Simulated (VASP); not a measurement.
# PbSe (Clausthalite) (Fm-3m) in VASP: further runs, part 2 of 2

VASP 6.6.1. Earlier steps stand in the parts before.

### Step 3. Relaxation of cell and atoms, r2SCAN

The input, INCAR:

```
SYSTEM = PbSe
ALGO = Normal ; EDIFF = 1E-6
EDIFFG = -0.01 ; ENCUT = 600
IBRION = 2 ; ISIF = 3
ISMEAR = 0 ; LASPH = .True.
LCHARG = .False. ; LMIXTAU = .True.
LREAL = .False. ; LWAVE = .False.
METAGGA = R2SCAN ; NELM = 80
NSW = 90 ; PREC = Accurate
SIGMA = 0.03
```

The input, KPOINTS:

```
k-points
0
Gamma
  8 8 8
  0 0 0
```

The input, POSCAR:

```
PbSe
1.0
    0.0000000000      3.0606500000      3.0606500000
    3.0606500000      0.0000000000      3.0606500000
    3.0606500000      3.0606500000      0.0000000000
Pb Se
1 1
Direct
    0.0000000000      0.0000000000      0.0000000000
    0.5000000000      0.5000000000      0.5000000000
```

Potentials or basis: VASP PAW PBE potentials, release 64 (Pb_d, Se).

Command:

```console
$ cat potpaw_PBE.64/Pb_d/POTCAR potpaw_PBE.64/Se/POTCAR > POTCAR
$ mpirun -np 1 vasp_std > vasp.out
```

OUTCAR:

```text
SYSTEM = PbSe
   EDIFF = 1E-6
   EDIFFG = -0.01
   ENCUT = 600
   IBRION = 2
   ISIF = 3
   ISMEAR = 0
   LASPH = .True.
   LREAL = .False.
   METAGGA = R2SCAN
   NELM = 80
   NSW = 90
   PREC = Accurate

 ion  position               nearest neighbor table
   1  0.000  0.000  0.000-   2 3.06   2 3.06   2 3.06   2 3.06   2 3.06   2 3.06
   2  0.500  0.500  0.500-   1 3.06   1 3.06   1 3.06   1 3.06   1 3.06   1 3.06

  LATTYP: Found a face centered cubic cell.
 ALAT       =     6.1213000000

  Lattice vectors:

 A1 = (   0.0000000000,   3.0606500000,   3.0606500000)
 A2 = (   3.0606500000,   0.0000000000,   3.0606500000)
 A3 = (   3.0606500000,   3.0606500000,   0.0000000000)

Analysis of symmetry for initial positions (statically):
=====================================================================
 Subroutine PRICEL returns:
 Original cell was already a primitive cell.

 Routine SETGRP: Setting up the symmetry group for a
 face centered cubic supercell.

 Subroutine GETGRP returns: Found 48 space group operations
 (whereof 48 operations were pure point group operations)
 out of a pool of 48 trial point group operations.

The static configuration has the point symmetry O_h .

Analysis of symmetry for dynamics (positions and initial velocities):
=====================================================================
 Subroutine PRICEL returns:
 Original cell was already a primitive cell.

 Routine SETGRP: Setting up the symmetry group for a
 face centered cubic supercell.

 Subroutine GETGRP returns: Found 48 space group operations
 (whereof 48 operations were pure point group operations)
 out of a pool of 48 trial point group operations.

The dynamic configuration has the point symmetry O_h .

 Subroutine INISYM returns: Found 48 space group operations
 (whereof 48 operations are pure point group operations),
 and found     1 'primitive' translations

----------------------------------------------------------------------------------------

                                     Primitive cell

  volume of cell :      57.3418

  direct lattice vectors                    reciprocal lattice vectors
[... 104 lines left out ...]
   IALGO  =     38    algorithm
   IMIX   =      4    mixing-type and parameters
     AMIX     =   0.40;   BMIX     =  1.00
     AMIX_MAG =   1.60;   BMIX_MAG =  1.00
  volume/ion in A,a.u.               =      28.67       193.48
  Fermi-wavevector in a.u.,A,eV,Ry     =   1.152377  2.177676 18.068159  1.327972
  Thomas-Fermi vector in A             =   2.289028
   LORBIT       =      0    0 simple, 1 ext, 2 COOP (PROOUT), +10 PAW based schemes
   METAGGA = R2SCAN    functional components
   LHFCALC =     F    Hartree Fock is set to
   AEXX    =    0.0000 exact exchange contribution
   IVDW    =     0    specifies the selected vdW correction
   LEPSILON=     F    determine dielectric tensor
   LRPA    =     F    only Hartree local field effects (RPA)
 conjugate gradient relaxation of ions
 non-spin polarized calculation
 Gauss-broadening in eV      SIGMA  =   0.03
  energy-cutoff  :      600.00
  volume of cell :       57.34
 maximum number of plane-waves:      1930
   NGX = 17   NGY = 17   NGZ = 17

--------------------------------------- Ionic step        1  -------------------------------------------

 number of electron      20.0000001 magnetization

 Free energy of the ion-electron system (eV)
  ---------------------------------------------------
  ext. energy  EPLUGINS =         0.00000000
  ---------------------------------------------------
  free energy    TOTEN  =       -71.93226486 eV

  energy without entropy =      -71.93226486  energy(sigma->0) =      -71.93226486

 E-fermi :   5.0765     XC(G=0): -10.0681

 val. band max:        4.9223569470   @ k =   0.5000   0.0000   0.0000
 cond. band min:       5.5013420198   @ k =   0.5000   0.0000   0.0000
 fundamental gap:      0.5789850728
 Fermi energy:         5.0764845521

 k-point     1 :       0.0000    0.0000    0.0000
  band No.  band energies     occupation
      1     -12.5489      2.00000
      2     -12.5489      2.00000
      3     -12.5489      2.00000
      4     -12.5458      2.00000
      5     -12.5458      2.00000
      6      -9.2329      2.00000
      7      -1.4345      2.00000
      8       2.8880      2.00000
      9       2.8880      2.00000
     10       2.8880      2.00000
     11       9.9572      0.00000
     12       9.9572      0.00000
     13       9.9572      0.00000
     14      11.8751      0.00000
[... 462 lines left out ...]
--------------------------------------- Ionic step        3  -------------------------------------------

 number of electron      20.0000003 magnetization

 Free energy of the ion-electron system (eV)
  ---------------------------------------------------
  ext. energy  EPLUGINS =         0.00000000
  ---------------------------------------------------
  free energy    TOTEN  =       -71.93988919 eV

  energy without entropy =      -71.93988919  energy(sigma->0) =      -71.93988919

 E-fermi :   4.7236     XC(G=0):  -9.9301

 val. band max:        4.5489002723   @ k =   0.5000   0.0000   0.0000
 cond. band min:       5.2212426946   @ k =   0.5000   0.0000   0.0000
 fundamental gap:      0.6723424222
 Fermi energy:         4.7236363523

 k-point     1 :       0.0000    0.0000    0.0000
  band No.  band energies     occupation
      1     -12.8517      2.00000
      2     -12.8517      2.00000
      3     -12.8517      2.00000
      4     -12.8469      2.00000
      5     -12.8469      2.00000
      6      -9.3352      2.00000
      7      -1.8305      2.00000
      8       2.6761      2.00000
      9       2.6761      2.00000
     10       2.6761      2.00000
     11       9.5467      0.00000
     12       9.5467      0.00000
     13       9.5467      0.00000
     14      11.5902      0.00000
[... 420 lines left out ...]
  FREE ENERGIE OF THE ION-ELECTRON SYSTEM (eV)
  ---------------------------------------------------
  free  energy   TOTEN  =       -71.9398891858 eV

  energy  without entropy=      -71.9398891858  energy(sigma->0) =      -71.93988919

 reached required accuracy - stopping structural energy minimisation
```

OSZICAR:

```text
N       E                     dE             d eps       ncg     rms          rms(c)
DAV:   1     0.103508541880E+03    0.10351E+03   -0.10827E+04   812   0.167E+03
DAV:   2    -0.624738090569E+02   -0.16598E+03   -0.16261E+03   854   0.380E+02
DAV:   3    -0.763431890585E+02   -0.13869E+02   -0.13811E+02  1076   0.113E+02
DAV:   4    -0.766573237014E+02   -0.31413E+00   -0.31388E+00   890   0.197E+01
[... 36 lines left out ...]
DAV:   6    -0.719398744822E+02   -0.74670E-03   -0.11204E-03   812   0.350E-01    0.714E-03
DAV:   7    -0.719398755063E+02   -0.10241E-05   -0.63907E-05   812   0.697E-02    0.266E-03
DAV:   8    -0.719398821591E+02   -0.66528E-05   -0.46270E-05   812   0.713E-02    0.304E-03
DAV:   9    -0.719398894716E+02   -0.73125E-05   -0.54755E-06   824   0.229E-02    0.116E-03
DAV:  10    -0.719398891858E+02    0.28581E-06   -0.17187E-06   800   0.159E-02
   3 F= -.71939889E+02 E0= -.71939889E+02  d E =-.762432E-02
```

CONTCAR:

```text
PbSe
   1.00000000000000
     0.0000000000000000    3.0892634914128201    3.0892634914128201
     3.0892634914128201    0.0000000000000000    3.0892634914128201
     3.0892634914128201    3.0892634914128201    0.0000000000000000
  Pb              Se
     1     1
Direct
     0.0000000000000000    0.0000000000000000    0.0000000000000000
     0.5000000000000000    0.5000000000000000    0.5000000000000000

  0.00000000E+00  0.00000000E+00  0.00000000E+00
  0.00000000E+00  0.00000000E+00  0.00000000E+00
```

Run time: 2.2 min. Hardware: 1 thread of Intel Xeon 6975P-C (Granite Rapids), shared host; peak memory 0.25 GiB.

What came out:

| Property | Result |
| --- | --- |
| Free energy | -71.9399 eV |
| Relaxed volume | 29.48 Å³/atom |
| Relaxed cell | a = 4.369 Å, b = 4.369 Å, c = 4.369 Å, α = 60.00°, β = 60.00°, γ = 60.00° |
| Space group after relaxing (to 0.05 Å) | Fm-3m (No. 225) |
| Energy gained by relaxing | 3.8 meV/atom |
| Ionic steps | 3 |
| Pressure after relaxing | 0.0 GPa |
| Band gap on the k mesh | 0.67 eV, direct |

Step by step:
```tsv
step	energy change (eV)	largest force (eV/Å)	pressure (GPa)	volume (Å³)
1	0.0000	0.0000	1.55	57.34
2	-0.0063	0.0000	-0.60	59.67
3	-0.0076	0.0000	0.01	58.97
```

Final structure:
```
CELL_PARAMETERS angstrom
0.00000 3.08926 3.08926
3.08926 0.00000 3.08926
3.08926 3.08926 0.00000
ATOMIC_POSITIONS crystal
Pb 0.00000 0.00000 0.00000
Se 0.50000 0.50000 0.50000
```

Caveat: the PAW data sets were made with another functional, which shifts forces and pressure a little; spin-orbit coupling is left out, which as a rule narrows the gap of such compounds by several tenths of an eV.

### Step 4. Relaxation of cell and atoms, r2SCAN

This run uses another cell than the first one, of 29.48 Å³/atom, 1.028 times its volume.

Changes to INCAR since step 3:

```diff
@@ -1,4 +1,4 @@
 SYSTEM = PbSe
-ALGO = Normal ; EDIFF = 1E-6
-EDIFFG = -0.01 ; ENCUT = 600
+ALGO = Normal ; EDIFF = 1E-7
+EDIFFG = -0.005 ; ENCUT = 600
 IBRION = 2 ; ISIF = 3
```

KPOINTS is that of step 3.

The input, POSCAR:

```
PbSe                                    
1.0
    0.0000000000      3.0892634914      3.0892634914
    3.0892634914      0.0000000000      3.0892634914
    3.0892634914      3.0892634914      0.0000000000
  Pb              Se            
     1     1
Direct
     0.0000000000000000    0.0000000000000000    0.0000000000000000
     0.5000000000000000    0.5000000000000000    0.5000000000000000
```

Potentials or basis: VASP PAW PBE potentials, release 64 (Pb_d, Se).

Command:

```console
$ cat potpaw_PBE.64/Pb_d/POTCAR potpaw_PBE.64/Se/POTCAR > POTCAR
$ mpirun -np 1 vasp_std > vasp.out
```

OUTCAR:

```text
SYSTEM = PbSe
   EDIFF = 1E-7
   EDIFFG = -0.005
   ENCUT = 600
   IBRION = 2
   ISIF = 3
   ISMEAR = 0
   LASPH = .True.
   LREAL = .False.
   METAGGA = R2SCAN
   NELM = 80
   NSW = 90
   PREC = Accurate

 ion  position               nearest neighbor table
   1  0.000  0.000  0.000-   2 3.09   2 3.09   2 3.09   2 3.09   2 3.09   2 3.09
   2  0.500  0.500  0.500-   1 3.09   1 3.09   1 3.09   1 3.09   1 3.09   1 3.09

  LATTYP: Found a face centered cubic cell.
 ALAT       =     6.1785269828

  Lattice vectors:

 A1 = (   0.0000000000,   3.0892634914,   3.0892634914)
 A2 = (   3.0892634914,   0.0000000000,   3.0892634914)
 A3 = (   3.0892634914,   3.0892634914,   0.0000000000)

Analysis of symmetry for initial positions (statically):
=====================================================================
 Subroutine PRICEL returns:
 Original cell was already a primitive cell.

 Routine SETGRP: Setting up the symmetry group for a
 face centered cubic supercell.

 Subroutine GETGRP returns: Found 48 space group operations
 (whereof 48 operations were pure point group operations)
 out of a pool of 48 trial point group operations.
[... 180 lines left out ...]
      7      -1.8306      2.00000
      8       2.6762      2.00000
      9       2.6762      2.00000
     10       2.6762      2.00000
     11       9.5467      0.00000
     12       9.5467      0.00000
     13       9.5467      0.00000
     14      11.5901      0.00000
[... 377 lines left out ...]
      1     -12.9012      2.00000
      2     -12.8594      2.00000
      3     -12.8418      2.00000
      4     -12.8331      2.00000
      5     -12.8198      2.00000
      6      -8.1142      2.00000
      7      -4.0074      2.00000
      8       1.3732      2.00000
      9       1.7390      2.00000
     10       3.7283      2.00000
     11       6.2766      0.00000
     12       8.2611      0.00000
     13       8.9208      0.00000
     14      12.6427      0.00000

 [... further k-points ...]

------------------------ aborting loop because EDIFF is reached ----------------------------------------

  FORCE on cell =-STRESS in cart. coord.  units (eV):
  Direction    XX          YY          ZZ          XY          YZ          ZX
  --------------------------------------------------------------------------------------
  -------------------------------------------------------------------------------------
  Total        0.0034187      0.0034187      0.0034187      0.0000000      0.0000000     -0.0000000
  in kB        0.0928905      0.0928905      0.0928905      0.0000000      0.0000000     -0.0000000
  external PRESSURE =       0.0928905 kB  Pullay stress =       0.0000000 kB

 VOLUME and BASIS-vectors are now :
 -----------------------------------------------------------------------------
  energy-cutoff  :      600.00
  volume of cell :       58.97
      direct lattice vectors                 reciprocal lattice vectors
     0.000000000  3.089263491  3.089263491    -0.161850875  0.161850875  0.161850875
     3.089263491  0.000000000  3.089263491     0.161850875 -0.161850875  0.161850875
     3.089263491  3.089263491  0.000000000     0.161850875  0.161850875 -0.161850875

 POSITION                                       TOTAL-FORCE (eV/Angst)
 -----------------------------------------------------------------------------------
      0.00000      0.00000      0.00000         0.000000     -0.000000     -0.000000
      3.08926      3.08926      3.08926         0.000000      0.000000      0.000000
 -----------------------------------------------------------------------------------
    total drift:                               -0.000000      0.000000      0.000000

  FREE ENERGIE OF THE ION-ELECTRON SYSTEM (eV)
  ---------------------------------------------------
  free  energy   TOTEN  =       -71.9401638031 eV

  energy  without entropy=      -71.9401638031  energy(sigma->0) =      -71.94016380

 reached required accuracy - stopping structural energy minimisation
```

CONTCAR:

```text
PbSe
   1.00000000000000
     0.0000000000000000    3.0892634914000001    3.0892634914000001
     3.0892634914000001    0.0000000000000000    3.0892634914000001
     3.0892634914000001    3.0892634914000001    0.0000000000000000
  Pb              Se
     1     1
Direct
     0.0000000000000000    0.0000000000000000    0.0000000000000000
     0.5000000000000000    0.5000000000000000    0.5000000000000000

  0.00000000E+00  0.00000000E+00  0.00000000E+00
  0.00000000E+00  0.00000000E+00  0.00000000E+00
```

It took 65 s on 1 thread of Intel Xeon 6975P-C (Granite Rapids), shared host; peak memory 0.22 GiB.

Results:

- Free energy: -71.9402 eV
- Pressure after relaxing: 0.0 GPa
- Band gap on the k mesh: 0.67 eV, direct

Final structure:
```
Pb Se
1.0
     0.00000    3.08926    3.08926
     3.08926    0.00000    3.08926
     3.08926    3.08926    0.00000
Pb Se
1 1
Direct
  0.00000 0.00000 0.00000
  0.50000 0.50000 0.50000
```

Caveat: the relaxation stopped at its first step, so nothing moved; the PAW data sets were made with another functional, which shifts forces and pressure a little; spin-orbit coupling is left out, which as a rule narrows the gap of such compounds by several tenths of an eV.

### Step 5. Comparison with measurements

Step 2. Against the measured gap of PbSe, 0.15 eV (direct; 4.2 K; a printed reference work, monograph), the calculated 0.20 eV is off by +0.05 eV. 2 values of this kind are on record (0.15 to 0.28 eV); this one was drawn at random. Spin-orbit coupling on Pb, Se is left out. The value is that of PBEsol on a finite k mesh, which can miss the band edges, without temperature or zero-point motion.
